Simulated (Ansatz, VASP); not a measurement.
**Two plane-wave programs on InSe**

INCAR

```
SYSTEM = InSe
PREC     = Accurate       ! precision mode
ENCUT    = 520            ! plane-wave cutoff, eV
EDIFF    = 1E-7           ! SCF threshold, eV
ISMEAR   = -1             ! smearing method
SIGMA    = 0.05           ! smearing width, eV
LREAL    = .FALSE.        ! projectors in reciprocal space
LASPH    = .TRUE.         ! aspherical terms in the spheres
NELM     = 100            ! most SCF steps
ALGO     = Normal         ! electronic algorithm
ISIF     = 2              ! what is computed and relaxed
LWAVE    = .FALSE.        ! write WAVECAR
LCHARG   = .FALSE.        ! write CHGCAR
GGA      = PE             ! functional
IBRION   = 2              ! ionic algorithm
NSW      = 60             ! ionic steps
EDIFFG   = -0.01          ! ionic threshold
```

KPOINTS

```
Automatic mesh
0
G
  5 5 5
  0 0 0
```

POSCAR

```
InSe
1.0
    5.8263928781     -2.0546489550      0.0000000000
    5.8263928781      2.0546489550      0.0000000000
   -1.7232330140      0.0000000000      4.9622017720
In Se
2 2
Direct
    0.8882032500      0.8882032500      0.0468413600
    0.1117967500      0.1117967500      0.9531586400
    0.6609275900      0.6609275900      0.6689556200
    0.3390724100      0.3390724100      0.3310443800
```

Contents of input.yaml:

```yaml
crystal:
  lattice:
    - [5.8263928781, -2.054648955, 0.0]
    - [5.8263928781, 2.054648955, 0.0]
    - [-1.723233014, 0.0, 4.962201772]
  atoms:
    - { symbol: In, position: [0.88820325, 0.88820325, 0.04684136] }
    - { symbol: In, position: [0.11179675, 0.11179675, 0.95315864] }
    - { symbol: Se, position: [0.66092759, 0.66092759, 0.66895562] }
    - { symbol: Se, position: [0.33907241, 0.33907241, 0.33104438] }
hamiltonian:
  xc: pbe
  pseudopotentials: { kind: paw }
kpoints:
  mp_grid: { grid: [5, 5, 5] }
scf:
  occupations: { method: fermi_dirac, width: 0.05 }
output:
  forces: true
  stress: true
  eigenvalues: true
relax:
  f_tol: 0.01
  max_steps: 40
```

Change from the starting cell: strain = 0.04.

Alike in both runs: task relaxation of the atoms; functional PBE; k mesh 5 × 5 × 5; occupations fermi-dirac, width 0.05 eV; no spin polarisation.

|  | VASP | Ansatz |
| --- | --- | --- |
| version | VASP 6.6.1 | Ansatz 0.2.0 |
| potentials or method | VASP PAW PBE potentials, release 64 (In_d, Se) | Ansatz PAW |
| plane-wave cutoff (eV) | 520 | 420 |
| valence electrons in the cell | 38 | 58 |

|  | VASP | Ansatz | Ansatz less VASP |
| --- | --- | --- | --- |
| gap on the k mesh at the Fermi level, each at its own relaxed structure (eV) | 1.14 | 1.15 | +0.006 |
| energy change over the relaxation (meV/atom) | -2 | -2 | -0.1 |

The two sets of potentials don't hold the same shells in valence.

Caveats: spin-orbit coupling is left out, which moves the levels of the heavy elements; an odd mesh through Γ misses points on the zone boundary, where band edges often lie (VASP); odd divisions of the mesh miss points on the zone boundary, where band edges often lie, so the gap on the mesh can be too wide (Ansatz).
